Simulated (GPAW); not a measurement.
# GaN (P6_3mc) in GPAW: settings compared, part 2 of 3

GPAW 26.7.0. The steps go on from the part before.

### Step 4. Single point, PBEsol (volume scaled by 1.08)

Contents of run.py:

```python
from ase.dft.bandgap import bandgap
from ase.io import read, write
from ase.units import GPa
from gpaw import GPAW, PW, setup_paths

setup_paths.insert(0, '.')

atoms = read('GaN.cif')

calc = GPAW(mode=PW(650),
            xc='PBEsol',
            kpts={'size': (8, 8, 4), 'gamma': True},
            occupations={'name': 'fermi-dirac', 'width': 0.05},
            nbands=18,
            convergence={'density': 1e-05, 'energy': 1e-05},
            maxiter=80,
            txt='gpaw.txt')
atoms.calc = calc
energy = atoms.get_potential_energy()
forces = atoms.get_forces()
stress = atoms.get_stress()
calc.write('gs.gpw')
write('result.traj', atoms)
print(f'Energy: {energy:.6f} eV')
print('Forces (eV/A):')
print(forces.round(4))
print('Stress (GPa):', (stress / GPa).round(3))
print('Fermi level:', round(calc.get_fermi_level(), 4), 'eV')
print(f'Gap: {bandgap(calc)[0]:.4f} eV, direct: {bandgap(calc, direct=True)[0]:.4f} eV')
```

Contents of GaN.cif:

```cif
data_GaN
_cell_length_a 3.26263411
_cell_length_b 3.26263411
_cell_length_c 5.30024144
_cell_angle_alpha 90.00000000
_cell_angle_beta 90.00000000
_cell_angle_gamma 120.00000000
_space_group_name_H-M_alt 'P6_3mc'
_space_group_name_Hall 'P 6c -2c'
_space_group_IT_number 186
loop_
_space_group_symop_operation_xyz
'x,y,z'
'x-y,x,z+1/2'
'-y,x-y,z'
'-x,-y,z+1/2'
'-x+y,-x,z'
'y,-x+y,z+1/2'
'y,x,z+1/2'
'x,x-y,z'
'x-y,-y,z+1/2'
'-y,-x,z'
'-x,-x+y,z+1/2'
'-x+y,y,z'
loop_
_atom_site_label
_atom_site_type_symbol
_atom_site_symmetry_multiplicity
_atom_site_Wyckoff_symbol
_atom_site_fract_x
_atom_site_fract_y
_atom_site_fract_z
_atom_site_occupancy
Ga1 Ga 2 b 0.6666666667 0.3333333333 0.5000000000 1
N1 N 2 b 0.6666666667 0.3333333333 0.8750000000 1
```

Potentials or basis: PAW data sets generated in the run's folder for this functional, pw.

The run is started by

```console
> gpaw-setup -f PBEsol Ga N
> OMP_NUM_THREADS=1 python run.py
```

gpaw.txt:

```text
__  _  _
 | _ |_)|_||  |
 |__||  | ||/\| - 26.7.0

Input parameters:
  mode=PW(ecut=650.0),
  convergence={'density': 1e-05, 'energy': 1e-05},
  kpts=MonkhorstPack(size=(8, 8, 4), gamma=True),
  maxiter=80,
  nbands=18,
  occupations=Occupations(name='fermi-dirac', width=0.05),
  xc=XC(name='PBEsol')

Diagonalizing LCAO Hamiltonian
Converting LCAO to pw mode

           N

        N  Ga

        Ga

Atoms  # Å, Bohr magnetons
|   | symbol |        x |        y |        z |    initial magnetic moments |
|---|--------|----------|----------|----------|-----------------------------|
| 0 |     Ga | 1.631317 | 0.941841 | 2.650121 | ( 0.0000,  0.0000,  0.0000) |
| 1 |     Ga | 0.000000 | 1.883683 | 0.000000 | ( 0.0000,  0.0000,  0.0000) |
| 2 |      N | 1.631317 | 0.941841 | 4.637711 | ( 0.0000,  0.0000,  0.0000) |
| 3 |      N | 0.000000 | 1.883683 | 1.987591 | ( 0.0000,  0.0000,  0.0000) |

Unit cell  # Å
| periodic |         x |        y |        z |  lengths |     angles |
|----------|-----------|----------|----------|----------|------------|
|      yes |  3.262634 | 0.000000 | 0.000000 | 3.262634 |  90.000000 |
|      yes | -1.631317 | 2.825524 | 0.000000 | 3.262634 |  90.000000 |
|      yes |  0.000000 | 0.000000 | 5.300241 | 5.300241 | 120.000000 |

Number of symmetries: 6
Symmetry operations  # r_c * U_cc + t_c -> r_c
|   | kind |            matrix            |
|---|------|------------------------------|
| 0 |  σ   |  1, 1, 0,  0,-1, 0,  0, 0, 1 |
| 1 |  E   |  1, 0, 0,  0, 1, 0,  0, 0, 1 |
| 2 |  C3  |  0, 1, 0, -1,-1, 0,  0, 0, 1 |
| 3 |  σ   |  0,-1, 0, -1, 0, 0,  0, 0, 1 |
| 4 |  σ   | -1, 0, 0,  1, 1, 0,  0, 0, 1 |
| 5 |  C3  | -1,-1, 0,  1, 0, 0,  0, 0, 1 |

BZ-sampling:
  Number of BZ points: 256
  Number of IBZ points: 35

  Monkhorst-Pack size: [8, 8, 4]
  Monkhorst-Pack shift: [0.0625, 0.0625, 0.125]

K-points  # in reciprocal-cell coordinates
|     |                                coordinates |     weight |
|-----|--------------------------------------------|------------|
|   0 | (  0.00000000,   0.00000000,   0.00000000) | 0.00390625 |
|   1 | (  0.00000000,   0.00000000,   0.25000000) | 0.00781250 |
|   2 | (  0.00000000,   0.00000000,   0.50000000) | 0.00390625 |
|   3 | (  0.12500000,   0.00000000,  -0.25000000) | 0.02343750 |
|   4 | (  0.12500000,   0.00000000,   0.00000000) | 0.02343750 |
|   5 | (  0.12500000,   0.00000000,   0.25000000) | 0.02343750 |
|   6 | (  0.12500000,   0.00000000,   0.50000000) | 0.02343750 |
|   7 | (  0.25000000,  -0.12500000,   0.00000000) | 0.02343750 |
|   8 | (  0.25000000,  -0.12500000,   0.25000000) | 0.04687500 |
|   9 | (  0.25000000,  -0.12500000,   0.50000000) | 0.02343750 |
| ... |                                            |            |
|  34 | (  0.50000000,   0.50000000,   0.50000000) | 0.01171875 |

Plane wave coefficients: 1858
Cutoff: 650.0 eV

Spin-components: 1 (collinear spins)
Bands:           18
Projectors:      20
Spin-degeneracy: 2
Datatype:        complex128

Density:
  Valence electrons: 16.0
  Components: 1
  Grid points: [20 20 32]
  Charge: 0.0  # |e|

Potential:
  Grid points: [20 20 32]

species:
  Ga:
    name:    Gallium
    Z:       31.0
    valence: 3
    core:    28
    charge:  0.0  # [|e|]
    compensation charges:
      type: gauss
      rc: 0.37  # [Å]
      lmax: 2
    cutoffs:
      filter: 2.06  # [Å]
      core: 4.17  # [Å]
    projectors
    | kind |    occ | energy [eV] | rcut [Å] |
    |------|--------|-------------|----------|
    |   4s |  2.000 |      -8.959 |    1.164 |
    |   4p |  1.000 |      -2.572 |    1.164 |
    |    s |        |      18.252 |    1.164 |
    |    p |        |      24.640 |    1.164 |
    |    d |        |       0.000 |    1.164 |

    Using partial waves for Ga as LCAO basis

  N:
    name:    Nitrogen
    Z:       7.0
    valence: 5
    core:    2
    charge:  0.0  # [|e|]
    compensation charges:
      type: gauss
      rc: 0.18  # [Å]
      lmax: 2
    cutoffs:
      filter: 1.11  # [Å]
      core: 0.96  # [Å]
    projectors
    | kind |    occ | energy [eV] | rcut [Å] |
    |------|--------|-------------|----------|
    |   2s |  2.000 |     -18.455 |    0.603 |
    |   2p |  3.000 |      -7.035 |    0.529 |
    |    s |        |       8.756 |    0.603 |
    |    p |        |      20.177 |    0.529 |
    |    d |        |       0.000 |    0.577 |

    Using partial waves for N as LCAO basis

Reference energy: -108640.810967  # eV

eigensolver:
  PPCG
  Converge bands: occupied
  niter=2

density mixing:
  MSR1-Mixer
  Pratt-step length: 0.05
  Maximum mixing coefficient: 0.75
  Old densities: 10
  SVD Regularization: 0.005
  Good broyden scale: 1.0
  Trust region scale: 1.0
  Backstep threshold: 4.0
  History deletion threshold: 6.0
  Fourier metric: weight=20.0, sigma=0.015

occupation numbers:
  Fermi-Dirac:
    width: 0.0500  # eV

poisson solver:
  ecut: 5200.0  # eV

xc functional:
  name: PBEsol with 2 nearest neighbor stencil

convergence criteria:
- Maximum integral of absolute [dens]ity change: 1e-05 electrons / valence electron
- Maximum [total energy] change in last 3 cyles: 1e-05 eV / valence electron
- Maximum integral of absolute [eigenst]ate change: 4e-08 eV^2 / valence electron
maximum number of iterations: 80

SCF iterations
|iter     | |      energy | eigst |  dens |
|---------|-|-------------|-------|-------|
|iter:   1| |  -29.076588 | -0.33 |       |
|iter:   2| |  -28.204700 | -1.91 | -0.58 |
|iter:   3| |  -25.920486 | -0.62 | -0.64 |
|iter:   4| |  -25.909004 | -3.01 | -1.29 |
|iter:   5| |  -25.905734 | -3.61 | -1.56 |
|iter:   6| |  -25.905749 | -5.28 | -2.90 |
|iter:   7| |  -25.905766c| -6.11 | -3.20 |
|iter:   8| |  -25.905764c| -6.77 | -3.79 |
|iter:   9| |  -25.905764c| -7.68c| -4.54 |
|iter:  10| |  -25.905764c| -8.23c| -4.93 |
|iter:  11| |  -25.905764c| -9.37c| -5.86c|

Converged in 11 steps
Energy contributions relative to reference atoms: (reference = -108640.810967)

Energy contributions:
  Kinetic:          44.429250
  Coulomb:         -39.895153
  Zero:              0.137302
  External:          0.000000
  Xc:              -30.577163
  Entropy:          -0.000000
  Spinorbit:         0.000000
  ----------------------------
  Free energy:     -25.905764
  Extrapolated:    -25.905764

dipole moment: (-0.000024, -0.000041, -12.001343)  # |e|*Ang

Fermi level: 6.305
Eigenvalues  # (at kpt = [0.000, 0.000, 0.000])
| band index |      eig [eV] | occ [0-2] |
|------------|---------------|-----------|
|          0 |        -9.839 |     2.000 |
|          1 |        -7.705 |     2.000 |
|          2 |        -1.153 |     2.000 |
|          3 |         4.563 |     2.000 |
|          4 |         4.563 |     2.000 |
|          5 |         5.478 |     2.000 |
[... 8 lines left out ...]
|         14 |        16.702 |     0.000 |
|         15 |        16.702 |     0.000 |
|        ... |               |           |
|         17 |        20.253 |     0.000 |

Gap: 1.489 eV
Transition (v -> c):
  (s=0, k=0, n=7, [0.00, 0.00, 0.00]) -> (s=0, k=0, n=8, [0.00, 0.00, 0.00])
No difference between direct/indirect transitions

Forces  # eV/Ang
|        x |        y |        z |
|----------|----------|----------|
| -0.00000 |  0.00000 | -0.14543 |  # Ga   0
|  0.00000 | -0.00000 | -0.14541 |  # Ga   1
| -0.00000 | -0.00000 |  0.14459 |  # N    2
|  0.00000 |  0.00000 |  0.14455 |  # N    3

Stress tensor  # eV/Ang^3
|         x |         y |        z |
|-----------|-----------|----------|
|  0.061599 | -0.000000 | 0.000000 |
| -0.000000 |  0.061599 | 0.000000 |
|  0.000000 |  0.000000 | 0.051890 |

# Writing to gs.gpw (mode='')
```

stdout:

```text
Energy: -25.905764 eV
Forces (eV/A):
[[-0.      0.     -0.1454]
 [ 0.     -0.     -0.1454]
 [-0.     -0.      0.1446]
 [ 0.      0.      0.1446]]
Stress (GPa): [ 9.869  9.869  8.314  0.     0.    -0.   ]
Fermi level: 6.3049 eV
Gap: 1.4889 eV, direct: 1.4889 eV
```

Wall time 16 s (1 thread of Arm Neoverse V2, shared host); peak memory 0.17 GiB.

Results:

```yaml
Free_energy: -25.9058 eV
Pressure: -9.4 GPa
Largest_force: 0.145 eV/Å
Band_gap_on_the_k_mesh: 1.49 eV, direct
```

Forces on the atoms (eV/Å):
```
Ga   0.000  0.000 -0.145
Ga   0.000  0.000 -0.145
N    0.000  0.000  0.145
N    0.000  0.000  0.145
```

Stress tensor (GPa, compression positive):
```
-9.87  0.00  0.00
 0.00 -9.87  0.00
 0.00  0.00 -8.31
```

Caveat: the cutoff is short for stress and forces, so pressures can be off by a GPa or more.

(Part 2 of 3 ends here.)
